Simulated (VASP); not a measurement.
# Hf (Im-3m) in VASP: convergence with SIGMA

Aim: find how far SIGMA must go before the results for Hf settle, at PBEsol. This setting moves, with any that are tied to it; all else stays.

Everything below comes from runs of VASP 6.6.1. Logs are shortened: lines on timing, memory, paths and dates and some standing lists are left out, and cuts for length are marked.

## (1) Starting point

The structure is cubic, space group Im-3m (No. 229). Conventional cell: a = 3.610 Å, b = 3.610 Å, c = 3.610 Å, α = 90.00°, β = 90.00°, γ = 90.00°. Hf (site symmetry m-3m) is surrounded by 8 Hf at 3.13 Å.

This isn't the form of Hf at room conditions, which is hcp.

## (2) With SIGMA 0.3 eV

Contents of INCAR:

```
ALGO = Normal
EDIFF = 1E-6
ENCUT = 600
GGA = PS
ISIF = 2
ISMEAR = 0
LASPH = True
LCHARG = False
LREAL = False
LWAVE = False
NELM = 80
PREC = Accurate
SIGMA = 0.3
```

Contents of KPOINTS:

```
k-points
0
Gamma
  10 10 10
```

Contents of POSCAR:

```
Hf
1.0
   -1.8050000000      1.8050000000      1.8050000000
    1.8050000000     -1.8050000000      1.8050000000
    1.8050000000      1.8050000000     -1.8050000000
Hf
1
Direct
    0.0000000000      0.0000000000      0.0000000000
```

Potentials or basis: VASP PAW PBE potentials, release 64 (Hf_sv_GW).

On the command line:

```console
> cat potpaw_PBE.64/Hf_sv_GW/POTCAR > POTCAR
> mpirun -np 1 vasp_std > vasp.out
```

OUTCAR:

```text
EDIFF = 1E-6
   ENCUT = 600
   GGA = PS
   ISIF = 2
   ISMEAR = 0
   LASPH = True
   LREAL = False
   NELM = 80
   PREC = Accurate

 Found     47 irreducible k-points:

 Following reciprocal coordinates:
            Coordinates               Weight
  0.000000  0.000000  0.000000      1.000000
  0.100000  0.000000  0.000000     12.000000
  0.200000  0.000000  0.000000     12.000000
  0.300000  0.000000  0.000000     12.000000
  0.400000  0.000000  0.000000     12.000000
  0.500000  0.000000  0.000000      6.000000
   k-points           NKPTS =     47   k-points in BZ     NKDIM =     47   number of bands    NBANDS=     10
   number of dos      NEDOS =    301   number of ions     NIONS =      1
   total plane-waves  NPLWV =  21952
   dimension x,y,z NGX =    28 NGY =   28 NGZ =   28
   dimension x,y,z NGXF=    56 NGYF=   56 NGZF=   56
   ions per type =               1
   NGX,Y,Z   is equivalent  to a cutoff of  14.89, 14.89, 14.89 a.u.
   NGXF,Y,Z  is equivalent  to a cutoff of  29.78, 29.78, 29.78 a.u.
 SYSTEM =  unknown system
   PREC   = accura    normal or accurate (medium, high low for compatibility)
   ISTART =      0    job   : 0-new  1-cont  2-samecut
   ICHARG =      2    charge: 1-file 2-atom 10-const
   ISPIN  =      1    spin polarized calculation?
   LNONCOLLINEAR =      F non collinear calculations
   LSORBIT =      F    spin-orbit coupling
   LASPH  =      T    aspherical Exc in radial PAW
   ENCUT  =  600.0 eV  44.10 Ry    6.64 a.u.   6.24  6.24  6.24*2*pi/ulx,y,z
   NELM   =     80;   NELMIN=  2; NELMDL= -5     # of ELM steps
   EDIFF  = 0.1E-05   stopping-criterion for ELM
   LREAL  =      F    real-space projection
   EDIFFG = 0.1E-04   stopping-criterion for IOM
   NSW    =      0    number of steps for IOM
   IBRION =     -1    ionic relax: 0-MD 1-quasi-New 2-CG
   NFREE  =      0    steps in history (QN), initial steepest desc. (CG)
   ISIF   =      2    stress and relaxation
   ISYM   =      2    0-nonsym 1-usesym 2-fastsym
   POTIM  = 0.5000    time-step for ionic-motion
   TEBEG  =    0.0;   TEEND  =   0.0 temperature during run
   PSTRESS=    0.0 pullay stress
   NELECT =      12.0000    total number of electrons
   NUPDOWN=      -1.0000    fix difference up-down
   EMIN   =  10.00;   EMAX   =-10.00  energy-range for DOS
   EFERMI =   0.00;   METHOD = LEGACY
   ISMEAR =     0;   SIGMA  =   0.30  broadening in eV -4-tet -1-fermi 0-gaus
   EFERMI_NEDOS =   21; number of points for ismear=-14 and -15
   IALGO  =     38    algorithm
   IMIX   =      4    mixing-type and parameters
     AMIX     =   0.40;   BMIX     =  1.00
     AMIX_MAG =   1.60;   BMIX_MAG =  1.00
  volume/ion in A,a.u.               =      23.52       158.74
  Fermi-wavevector in a.u.,A,eV,Ry     =   1.308091  2.471934 23.280966  1.711103
  Thomas-Fermi vector in A             =   2.438782
   LORBIT       =      0    0 simple, 1 ext, 2 COOP (PROOUT), +10 PAW based schemes
   GGA     = PS    functional components
   LHFCALC =     F    Hartree Fock is set to
   AEXX    =    0.0000 exact exchange contribution
   IVDW    =     0    specifies the selected vdW correction
   LEPSILON=     F    determine dielectric tensor
   LRPA    =     F    only Hartree local field effects (RPA)
 non-spin polarized calculation
 Gauss-broadening in eV      SIGMA  =   0.30
  energy-cutoff  :      600.00
  volume of cell :       23.52
 maximum number of plane-waves:       802
 NGX is ok and might be reduce to    28
   NGX = 13   NGY = 13   NGZ = 13

 number of electron      12.0000001 magnetization

 Free energy of the ion-electron system (eV)
  ---------------------------------------------------
  ext. energy  EPLUGINS =         0.00000000
  ---------------------------------------------------
  free energy    TOTEN  =       -13.17015092 eV

  energy without entropy =      -13.07685859  energy(sigma->0) =      -13.12350475

 E-fermi :   7.7635     XC(G=0): -11.6015

 val. band max:        7.7195026854   @ k =   0.3000   0.1000   0.1000
 cond. band min:       7.7667672169   @ k =   0.3000   0.2000  -0.0000
 fundamental gap:      0.0472645316
 Fermi energy:         7.7635446289

 k-point     1 :       0.0000    0.0000    0.0000
  band No.  band energies     occupation
      1     -53.9911      2.00000
      2     -22.2349      2.00000
      3     -22.2349      2.00000
      4     -22.2349      2.00000
      5       0.8864      2.00000
      6       9.2218      0.00000
      7       9.2218      0.00000
      8       9.2218      0.00000
      9      11.8706      0.00000
     10      11.8706      0.00000

 k-point     2 :       0.1000    0.0000    0.0000
  band No.  band energies     occupation
      1     -53.9860      2.00000
      2     -22.3049      2.00000
      3     -22.2572      2.00000
      4     -22.2351      2.00000
      5       1.2317      2.00000
      6       8.9898      0.00000
      7       9.1168      0.00000
      8       9.5650      0.00000
      9      11.5435      0.00000
     10      11.8739      0.00000

 k-point     3 :       0.2000    0.0000    0.0000
  band No.  band energies     occupation
      1     -53.9726      2.00000
      2     -22.4840      2.00000
      3     -22.3149      2.00000
      4     -22.2356      2.00000
      5       2.1787      2.00000
      6       8.4498      0.00122
      7       8.6344      0.00004
      8      10.5627      0.00000
      9      11.3029      0.00000
     10      11.9378      0.00000

 k-point     4 :       0.3000    0.0000    0.0000
  band No.  band energies     occupation
      1     -53.9560      2.00000
      2     -22.6976      2.00000
      3     -22.3852      2.00000
      4     -22.2363      2.00000
      5       3.4109      2.00000
      6       7.8798      0.58363
      7       8.0884      0.12572
      8      11.5393      0.00000
      9      12.1050      0.00000
     10      12.1422      0.00000

 k-point     5 :       0.4000    0.0000    0.0000
  band No.  band energies     occupation
      1     -53.9426      2.00000
      2     -22.8648      2.00000
      3     -22.4413      2.00000
      4     -22.2368      2.00000
      5       4.2991      2.00000
      6       7.4746      1.82681
      7       8.2362      0.02586
      8      11.7407      0.00000
      9      12.4507      0.00000
     10      13.8966      0.00000

 k-point     6 :       0.5000    0.0000    0.0000
  band No.  band energies     occupation
      1     -53.9374      2.00000
      2     -22.9273      2.00000
      3     -22.4625      2.00000
      4     -22.2370      2.00000
      5       4.5281      2.00000
      6       7.3303      1.95890
      7       8.6738      0.00002
      8      11.6652      0.00000
      9      12.6220      0.00000
     10      14.9242      0.00000

 [... further k-points ...]
[... 5 lines left out ...]
  --------------------------------------------------------------------------------------
  -------------------------------------------------------------------------------------
  Total       -1.2986048     -1.2986048     -1.2986048      0.0000000     -0.0000000     -0.0000000
  in kB      -88.4496232    -88.4496232    -88.4496232      0.0000000     -0.0000000     -0.0000000
  external PRESSURE =     -88.4496232 kB  Pullay stress =       0.0000000 kB

 VOLUME and BASIS-vectors are now :
 -----------------------------------------------------------------------------
  energy-cutoff  :      600.00
  volume of cell :       23.52
      direct lattice vectors                 reciprocal lattice vectors
    -1.805000000  1.805000000  1.805000000     0.000000000  0.277008310  0.277008310
     1.805000000 -1.805000000  1.805000000     0.277008310  0.000000000  0.277008310
     1.805000000  1.805000000 -1.805000000     0.277008310  0.277008310  0.000000000

 POSITION                                       TOTAL-FORCE (eV/Angst)
 -----------------------------------------------------------------------------------
      0.00000      0.00000      0.00000        -0.000000     -0.000000     -0.000000
 -----------------------------------------------------------------------------------
    total drift:                               -0.000000     -0.000000     -0.000000

  FREE ENERGIE OF THE ION-ELECTRON SYSTEM (eV)
  ---------------------------------------------------
  free  energy   TOTEN  =       -13.1701509151 eV

  energy  without entropy=      -13.0768585871  energy(sigma->0) =      -13.12350475
```

OSZICAR:

```text
N       E                     dE             d eps       ncg     rms          rms(c)
DAV:   1     0.818663848259E+02    0.81866E+02   -0.77564E+03   940   0.129E+03
DAV:   2    -0.108659085720E+02   -0.92732E+02   -0.90893E+02  1096   0.281E+02
DAV:   3    -0.139280957584E+02   -0.30622E+01   -0.30202E+01  1122   0.558E+01
DAV:   4    -0.139480034372E+02   -0.19908E-01   -0.19746E-01  1138   0.429E+00
DAV:   5    -0.139481076092E+02   -0.10417E-03   -0.10416E-03  1108   0.267E-01    0.147E+02
DAV:   6    -0.133445302986E+02    0.60358E+00   -0.68162E-01   980   0.673E+00    0.899E+01
DAV:   7    -0.131980130299E+02    0.14652E+00   -0.10764E+00  1010   0.783E+00    0.465E+00
DAV:   8    -0.131702640615E+02    0.27749E-01   -0.10897E-01   980   0.309E+00    0.152E+00
DAV:   9    -0.131702550976E+02    0.89638E-05   -0.84769E-04  1052   0.334E-01    0.178E+00
DAV:  10    -0.131701483144E+02    0.10678E-03   -0.18826E-04  1126   0.162E-01    0.142E+00
DAV:  11    -0.131701507728E+02   -0.24584E-05   -0.15521E-06   954   0.163E-02    0.203E-01
DAV:  12    -0.131701509151E+02   -0.14227E-06   -0.25011E-07   564   0.424E-03
   1 F= -.13170151E+02 E0= -.13123505E+02  d E =-.932923E-01
```

stdout:

```text
POSCAR found type information on POSCAR Hf
 POSCAR found :  1 types and       1 ions
 scaLAPACK will be used
 -----------------------------------------------------------------------------
|                                                                             |
|                                                                             |
|     You enforced a specific xc type in the INCAR file but a different       |
|     I HOPE YOU KNOW WHAT YOU ARE DOING!                                     |
|                                                                             |
 -----------------------------------------------------------------------------

 LDA part: xc-table for (Slater+PW92), standard interpolation
 POSCAR, INCAR and KPOINTS ok, starting setup
 FFT: planning ... GRIDC
 FFT: planning ... GRID_SOFT
 FFT: planning ... GRID
 WAVECAR not read
 entering main loop
```

Run time: 8.6 s. Hardware: 1 thread of Intel Xeon Platinum 8559C (Emerald Rapids), shared host; peak memory 0.17 GiB.

Results:

```
Free energy            : -13.1702 eV
Pressure               : -8.8 GPa
Band gap on the k mesh : none (metal or under the smearing width)
```

## (3) With SIGMA 0.2 eV

Changes to INCAR since step 2:

```diff
@@ -12,2 +12,2 @@
 PREC = Accurate
-SIGMA = 0.3
+SIGMA = 0.2
```

KPOINTS is that of step 2.

POSCAR is that of step 2.

Potentials or basis: VASP PAW PBE potentials, release 64 (Hf_sv_GW).

On the command line:

```console
> cat potpaw_PBE.64/Hf_sv_GW/POTCAR > POTCAR
> mpirun -np 1 vasp_std > vasp.out
```

It took 8.9 s on 1 thread of Intel Xeon Platinum 8559C (Emerald Rapids), shared host; peak memory 0.17 GiB.

What came out:

| Property | Result |
| --- | --- |
| Free energy | -13.1446 eV |
| Pressure | -9.1 GPa |
| Band gap on the k mesh | none (metal or under the smearing width) |

## (4) With SIGMA 0.15 eV

Changes to INCAR since step 3:

```diff
@@ -12,2 +12,2 @@
 PREC = Accurate
-SIGMA = 0.2
+SIGMA = 0.15
```

KPOINTS is that of step 3.

POSCAR is that of step 3.

On the command line:

```console
> cat potpaw_PBE.64/Hf_sv_GW/POTCAR > POTCAR
> mpirun -np 1 vasp_std > vasp.out
```

It took 8.3 s on 1 thread of Intel Xeon Platinum 8559C (Emerald Rapids), shared host; peak memory 0.16 GiB.

Results:

```yaml
Free_energy: -13.1361 eV
Pressure: -9.2 GPa
Band_gap_on_the_k_mesh: none (metal or under the smearing width)
```

## (5) With SIGMA 0.1 eV

Changes to INCAR since step 4:

```diff
@@ -12,2 +12,2 @@
 PREC = Accurate
-SIGMA = 0.15
+SIGMA = 0.1
```

KPOINTS is that of step 4.

POSCAR is that of step 4.

On the command line:

```console
> cat potpaw_PBE.64/Hf_sv_GW/POTCAR > POTCAR
> mpirun -np 1 vasp_std > vasp.out
```

Run time: 8.6 s. Hardware: 1 thread of Intel Xeon Platinum 8559C (Emerald Rapids), shared host; peak memory 0.17 GiB.

Results:

```
Free energy            : -13.1305 eV
Pressure               : -9.3 GPa
Band gap on the k mesh : none (metal or under the smearing width)
```

## (6) With SIGMA 0.05 eV

Changes to INCAR since step 5:

```diff
@@ -12,2 +12,2 @@
 PREC = Accurate
-SIGMA = 0.1
+SIGMA = 0.05
```

KPOINTS is that of step 5.

POSCAR is that of step 5.

Potentials or basis: VASP PAW PBE potentials, release 64 (Hf_sv_GW).

On the command line:

```console
> cat potpaw_PBE.64/Hf_sv_GW/POTCAR > POTCAR
> mpirun -np 1 vasp_std > vasp.out
```

Run time: 8.6 s. Hardware: 1 thread of Intel Xeon Platinum 8559C (Emerald Rapids), shared host; peak memory 0.16 GiB.

What came out:

```yaml
Free_energy: -13.1274 eV
Pressure: -9.3 GPa
Band_gap_on_the_k_mesh: none (metal or under the smearing width)
```

## (7) With SIGMA 0.02 eV

Changes to INCAR since step 6:

```diff
@@ -12,2 +12,2 @@
 PREC = Accurate
-SIGMA = 0.05
+SIGMA = 0.02
```

KPOINTS is that of step 6.

POSCAR is that of step 6.

On the command line:

```console
> cat potpaw_PBE.64/Hf_sv_GW/POTCAR > POTCAR
> mpirun -np 1 vasp_std > vasp.out
```

It took 8.5 s on 1 thread of Intel Xeon Platinum 8559C (Emerald Rapids), shared host; peak memory 0.17 GiB.

Results:

```yaml
Free_energy: -13.1264 eV
Pressure: -9.3 GPa
Band_gap_on_the_k_mesh: none (metal or under the smearing width)
```

## (8) With SIGMA 0.01 eV

Changes to INCAR since step 7:

```diff
@@ -12,2 +12,2 @@
 PREC = Accurate
-SIGMA = 0.02
+SIGMA = 0.01
```

KPOINTS is that of step 7.

POSCAR is that of step 7.

On the command line:

```console
> cat potpaw_PBE.64/Hf_sv_GW/POTCAR > POTCAR
> mpirun -np 1 vasp_std > vasp.out
```

Run time: 8.9 s. Hardware: 1 thread of Intel Xeon Platinum 8559C (Emerald Rapids), shared host; peak memory 0.17 GiB.

Results (log left out):

```yaml
Free_energy: -13.1261 eV
Pressure: -9.3 GPa
Band_gap_on_the_k_mesh: none (metal or under the smearing width)
```

## (9) Result

```tsv
SIGMA	energy less the tightest run, at zero smearing (meV/atom)	pressure (GPa)	SCF cycles	CPU time (s)	peak memory (GiB)
0.3 eV	2.48	-8.84	12	8	0.17
0.2 eV	1.28	-9.08	12	8.4	0.17
0.15 eV	0.48	-9.20	12	7.8	0.16
0.1 eV	-0.23	-9.32	12	8	0.17
0.05 eV	-0.35	-9.35	12	8	0.16
0.02 eV	-0.13	-9.29	12	8	0.17
0.01 eV	0.00	-9.28	12	8.3	0.17
```

Against the tightest run, the energy stays within 1 meV/atom from 0.15 eV on; the pressure stays within 0.1 GPa from 0.15 eV on. Narrower smearing needs a denser k mesh, so at a fixed mesh the narrowest width isn't the most accurate. The tightest run that finished is the yardstick and may itself not be fully converged.

Caveats: the PAW data sets were made with another functional, which shifts forces and pressure a little.
